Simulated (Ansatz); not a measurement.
Element substitutions in Ge

Start from Ge in the diamond structure (space group Fd-3m, No. 227; a = 5.676 Å).

Each row replaces one element on all its sites; cell and atoms are relaxed.

Levels (all Ansatz, a quantum-chemistry and plane-wave program, PAW): PBEsol (420 eV, spin-orbit coupling left out); r2SCAN (500 eV, no spin-orbit coupling).

Band gaps by level, all at the geometries relaxed with PBEsol:

```json
[
 {"case": "base", "PBEsol": "zero", "r2SCAN": "0.35 eV"},
 {"case": "Ge → Hg", "PBEsol": "zero", "r2SCAN": "zero"},
 {"case": "Ge → Si", "PBEsol": "0.47 eV", "r2SCAN": "?"},
 {"case": "Ge → Pb", "PBEsol": "zero", "r2SCAN": "zero"}
]
```

Question: Some entries are withheld; estimate them.

Answer: 
- Ge → Si, r2SCAN: 0.76 eV

Single points use the geometry relaxed with PBEsol. Stability against distortions was not tested. As relaxed here, Hg is a hypothetical phase, not in the database extracts checked. For Pb in this form, whether it has been made was not checked. This is not the structure that Pb has at room temperature and ambient pressure. The zero or small gap of Ge can change with the level of theory.
